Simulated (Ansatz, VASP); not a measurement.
**Two plane-wave programs on MgO**

The input POSCAR:

```
MgO
1.0
    3.4197459172      0.0000000000      0.0000000000
   -1.7098729586      2.9615868388      0.0000000000
    0.0000000000      0.0000000000      5.2357409258
Mg O
2 2
Direct
    0.3333333333      0.6666666667     -0.0082106974
    0.6666666667      0.3333333333      0.4917893026
    0.3333333333      0.6666666667      0.3832106974
    0.6666666667      0.3333333333      0.8832106974
```

The input INCAR.step1:

```
ALGO = Normal ; EDIFF = 1E-4
ENCUT = 520 ; GGA = PE
ISMEAR = 0 ; LASPH = T
LCHARG = F ; LREAL = F
LWAVE = T ; NBANDS = 16
NELM = 60 ; PREC = Accurate
SIGMA = 0.01
```

INCAR.step2

```
ALGO = Normal ; EDIFF = 1E-7
ENCUT = 520 ; ISIF = 2
ISMEAR = 0 ; ISTART = 1
LASPH = T ; LCHARG = T
LELF = T ; LMIXTAU = T
LREAL = F ; LVHAR = T
LWAVE = F ; METAGGA = R2SCAN
NBANDS = 16 ; NELM = 60
PREC = Accurate ; SIGMA = 0.01
```

KPOINTS

```
k-points
0
Gamma
  12 12 6
```

Input for Ansatz:

```yaml
crystal:
  lattice:
    - [3.4197459172, 0.0, 0.0]
    - [-1.7098729586, 2.9615868388, 0.0]
    - [0.0, 0.0, 5.2357409258]
  atoms:
    - { symbol: Mg, position: [0.3333333333, 0.6666666667, -0.0082106974] }
    - { symbol: Mg, position: [0.6666666667, 0.3333333333, 0.4917893026] }
    - { symbol: O, position: [0.3333333333, 0.6666666667, 0.3832106974] }
    - { symbol: O, position: [0.6666666667, 0.3333333333, 0.8832106974] }
kpoints:
  mp_grid: { grid: [12, 12, 6] }
  band_path:
    path:
      - [0.0, 0.0, 0.0]
      - [0.5, 0.0, 0.0]
      - [0.3333333333, 0.3333333333, 0.0]
      - [0.0, 0.0, 0.5]
      - [0.5, 0.0, 0.5]
      - [0.3333333333, 0.3333333333, 0.5]
    npoints: 1
hamiltonian:
  xc: r2scan
scf:
  occupations: { method: fixed }
  n_extra_bands: 5
output:
  forces: true
  stress: true
  eigenvalues: true
```

Change from the starting cell: hydrostatic strain +4.0%.

Alike in both runs: task single point; functional r2SCAN; k mesh 12 × 12 × 6; no spin polarisation.

|  | VASP | Ansatz |
| --- | --- | --- |
| version | VASP 6.6.1 | Ansatz 0.2.0 |
| potentials or method | VASP PAW PBE potentials, release 64 (Mg, O) | plane waves, PAW |
| plane-wave cutoff (eV) | 520 | 500 |
| occupations | gaussian, width 0.01 eV | fixed |
| valence electrons in the cell | 16 | 32 |

```csv
,VASP,Ansatz,Ansatz less VASP
gap on the k mesh at the Fermi level (eV),3.58,3.60,+0.015
pressure (GPa),-12.3,-11.7,+0.64
largest component of the traceless stress (GPa),1.67,1.61,-0.062
```

The two sets of potentials don't hold the same shells in valence.

Caveats: the PAW data sets were made with another functional, which shifts forces and pressure a little (VASP). A k mesh can miss the band edges.
